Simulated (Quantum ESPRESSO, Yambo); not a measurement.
# AgBr (Fm-3m): G0W0 with and without spin-orbit coupling, part 2 of 2

Is the spin-orbit change of the gap of AgBr (Fm-3m) the same in DFT and in GW?

Quantum ESPRESSO 7.5 and Yambo 5.3.0; PBE and many-body steps on it, plane waves. Known limits of the many-body steps: not at the basis limit; d shell near the gap, gap tends to lie low; no spin-orbit coupling in some runs; coarse k mesh.

So far. Step 4 (Scalar-relativistic): The gap on the mesh goes from 0.67 eV to 1.63 eV, a correction of +0.96 eV. Step 5 (Empty states on the mesh, 4×4×4 mesh, 272 bands): On this mesh the gap is 0.588 eV.

The database entry behind the starting cell differs from later determinations by our own check (about 0.6 % short of the room-temperature cell), so it need not match the best structure at ambient conditions.

## 6. Conversion and set-up

This step: Yambo 5.3.0; conversion and set-up on PBE with spin-orbit coupling, plane waves, norm-conserving pseudopotentials.

Launch:

```console
$ (cd o/x.save; p2y > p2y.log; mv SAVE ../..); yambo > setup.log
```

What it wrote:

```text
 Yambo, version 5.3.0

 [02] CORE Variables Setup
 =========================

  [02.01] Unit cells
  ==================

  Cell kind             :  FCC
  Atoms in the cell     :  Ag  Br
  number of Ag atoms    :  1
  number of Br atoms    :  1

  List of atomic masses
  Mass of Ag    :  107.8700
  Mass of Br    :  79.90400

  List of atomic coordinates    : [cc]
  Ag1       :  0.000000  0.000000  0.000000  order 1
  Br1       :  5.423797  5.423797  5.423797  order 2

  Alat factors          :  5.423797  5.423797  5.423797 [a.u.]
  Direct lattice volume :  319.1100 [a.u.]
[...]
==========================================

 IBZ Q-points                                      :   8
 BZ  Q-points                                      :   64

 K/Q-points units:
 rlu = crystal or reduced units; cc = cartesian coordinates; iku = interal k-units

 Q [1]          [rlu]:  0.000000  0.000000  0.000000
 Q [2]          [rlu]:  0.11377E-17  0.11377E-17  0.25000
 Q [3]          [rlu]: -0.22755E-17 -0.22755E-17 -0.50000
[...]
Q [7]          [rlu]:  0.22019E-17 -0.50000     -0.50000
 Q [8]          [rlu]:  0.250000 -0.500000 -0.250000

  [03.01] X indexes
  =================

   [03.01.01] Sigma indexes
   ========================

 [06] Game Over & Game summary
```

Wall time 3.1 s (1 MPI rank of Arm Neoverse V1, shared host); peak memory 0.25 GiB.

## 7. With spin-orbit coupling

This step: G0W0 on PBE with spin-orbit coupling, plane waves, norm-conserving pseudopotentials.

gw4.in

```
HF_and_locXC
gw0
dyson
ppa
em1d
rim_cut
RandQpts= 1000000
RandGvec= 1 RL
EXXRLvcs= 74 Ry
VXCRLvcs= 296 Ry
Chimod= "HARTREE"
% BndsRnXp
 1 | 272 |
%
NGsBlkXp= 10.5 Ry
% LongDrXp
 1 | 1 | 1 |
%
% GbndRnge
 1 | 272 |
%
DysSolver= "n"
ExtendOut
PPAPntXp= 27.21138 eV
% QPkrange
 3 | 3 | 23 | 30 |
 1 | 1 | 23 | 30 |
%
```

Launch:

```console
$ OMP_NUM_THREADS=1 mpirun -n 4 yambo -F gw4.in -J gw4 -C gw4 > gw4.log
```

What it wrote:

```text
 Yambo, version 5.3.0

 [02] CORE Variables Setup
 =========================

  [... cell, symmetries and grids as in the set-up ...]

  [02.05] Energies & Occupations
  ==============================

  [X] === General ===
  [X] Electronic Temperature                        :  0.000000  0.000000 [eV K]
  [X] Bosonic    Temperature                        :  0.000000  0.000000 [eV K]
  [X] Finite Temperature mode                       : no
  [X] El. density                                   :  0.54983E+24 [cm-3]
  [X] Fermi Level                                   :  8.337097 [eV]

  [X] === Gaps and Widths ===
  [X] Conduction Band Min                           :  0.587549 [eV]
  [X] Valence Band Max                              :  0.000000 [eV]
  [X] Filled Bands                                  :  26
  [X] Empty Bands                                   :   27  272
  [X] Direct Gap                                    :  2.425749 [eV]
  [X] Direct Gap localized at k                     :  1
  [X] Indirect Gap                                  :  0.587549 [eV]
  [X] Indirect Gap between kpts                     :  3  1
  [X] Last valence band width                       :  2.180754 [eV]
  [X] 1st conduction band width                     :  4.307942 [eV]

 [03] Transferred momenta grid and indexing
 ==========================================

 IBZ Q-points                                      :   8
 BZ  Q-points                                      :   64

 K/Q-points units:
 rlu = crystal or reduced units; cc = cartesian coordinates; iku = interal k-units

 Q [1]          [rlu]:  0.000000  0.000000  0.000000
 Q [2]          [rlu]:  0.11377E-17  0.11377E-17  0.25000
 Q [3]          [rlu]: -0.22755E-17 -0.22755E-17 -0.50000
[...]
NLCC RL compoments                               :  27317
  PP Number of Atomic Species                      :  2
  NLCC RL compoments                               :  27317

 [xc] E_xc :  -16.63511 [Ha]
      E_xc :  -33.27021 [Ry]

  Local XC kind (lXC) : Perdew, Burke & Ernzerhof(X)+Perdew, Burke & Ernzerhof(C)
  Non-Local XC kind (nlXC) : Hartree-Fock

  Corrections @ K [1] :  [eV]
 <23|nlXC|23> = -16.52041 -0.11742E-16 <23|lXC|23> = -13.18535 -0.107977E-8
 <24|nlXC|24> = -16.52025 -0.31798E-17 <24|lXC|24> = -13.18535 -0.48968E-09
 <25|nlXC|25> = -16.52028 -0.18593E-16 <25|lXC|25> = -13.18535  0.25284E-09
[...]
Corrections @ K [3] :  [eV]
[...]
<29|nlXC|29> = -7.308436  0.99761E-19 <29|lXC|29> = -13.32996 -0.61853E-09
 <30|nlXC|30> = -7.308436 -0.12365E-18 <30|lXC|30> = -13.32996 -0.23505E-09

 [08] Dyson equation: Newton solver
 ==================================

  [08.01] G0W0 (W PPA)
  ====================

  [  GW  ] Bands range     :    1  272
  [GW/PPA] G damping       :  0.100000 [eV]

  QP @ state[ 1 ] K range:  1  1
  QP @ state[ 1 ] b range:  23  30
  QP @ state[ 2 ] K range:  3  3
  QP @ state[ 2 ] b range:  23  30

   Sc/G bands                                       :    1  272
   Sc/G damping                                     :  0.100000 ev
   Sc bands terminator                              : no
   Sx RL components                                 :   3527

   QP @ state[ 1 ] K range                          :  1  1
   QP @ state[ 1 ] b range                          :  23  30
   QP @ state[ 2 ] K range                          :  3  3
   QP @ state[ 2 ] b range                          :  23  30
   GF energies kind                                 : Perdew, Burke & Ernzerhof(X)+Perdew, Burke & Ernzerhof(C)
   GF WF`s kind                                     : Perdew, Burke & Ernzerhof(X)+Perdew, Burke & Ernzerhof(C)
   Xs energies kind                                 : Perdew, Burke & Ernzerhof(X)+Perdew, Burke & Ernzerhof(C)
   Xs WF`s kind                                     : Perdew, Burke & Ernzerhof(X)+Perdew, Burke & Ernzerhof(C)

 [11] Game Over & Game summary
```

Elapsed: 7.2 min, on 4 MPI ranks; peak memory 2.9 GiB; 29 min of CPU time.

This step gave:

```
G0W0 gap on the points computed              : 1.534 eV
starting gap on the mesh                     : 0.5875 eV
k of the valence top                         : 0, 0, -0.5
k of the conduction bottom                   : 0, 0, 0
least direct G0W0 gap on the computed points : 3.565 eV
Z at the valence top                         : 0.8008
Z at the conduction bottom                   : 0.8270
```

Against G0W0 in Yambo (4×4×4 mesh, 136 bands, screening to 142.9 eV, Godby-Needs plasmon pole), the gap moves by −0.095 eV.

## 8. The runs together

Times are wall times on 4 MPI ranks of Arm Neoverse V1, shared host, good to a factor of about two.

```
                     run   mesh  bands  screening cutoff (eV)  DFT gap (eV)  gap on the mesh (eV)  direct (eV)     time
     scalar-relativistic  4×4×4    136                  142.9         0.672                 1.629        3.756     80 s
with spin-orbit coupling  4×4×4    272                  142.9         0.588                 1.534        3.565  7.2 min
```

## 9. Outcome

| Item | Value |
| --- | --- |
| scalar-relativistic | 1.629 eV |
| with spin-orbit coupling | 1.534 eV |
| known limits | not at the basis limit; d shell near the gap, gap tends to lie low; no spin-orbit coupling in some runs; coarse k mesh |

In words: With spin-orbit coupling: −0.095 eV against scalar-relativistic, −0.085 eV of it in the start. Bands and cutoff are finite, so the gap is not at the basis limit. The miss can reach some tenths of an eV and take either sign; the mesh is an error of its own. In the G0W0 runs levels were corrected at 2 k points alone, so a gap called «on the mesh» is the least over those, and an edge elsewhere would be missed. The 4×4×4 mesh is coarse for this cell, which bears on the long-range parts of exchange and screening. A d shell, filled or nearly so, lies near the gap. One-shot GW converges very slowly in bands there, not always from below, and on a semilocal start the gap tends to come out low; starts rich in exact exchange can overshoot instead.

[Paths, hosts, dates, memory and timing lines, banners, echoed tables and standing remarks are left out of the program output.]

[Logs are printed without paths, hosts, clocks, repeated set-up lines and the standing remarks that a program may print on its own settings, such as how far it seeks lower states.]

[Runs of the session that timed out or met a known fault of the program may be left out.]

[Hosts, paths, dates, database ids (printed as entryN), source tags and the programs' standing remarks are cut or masked in the printed files.]
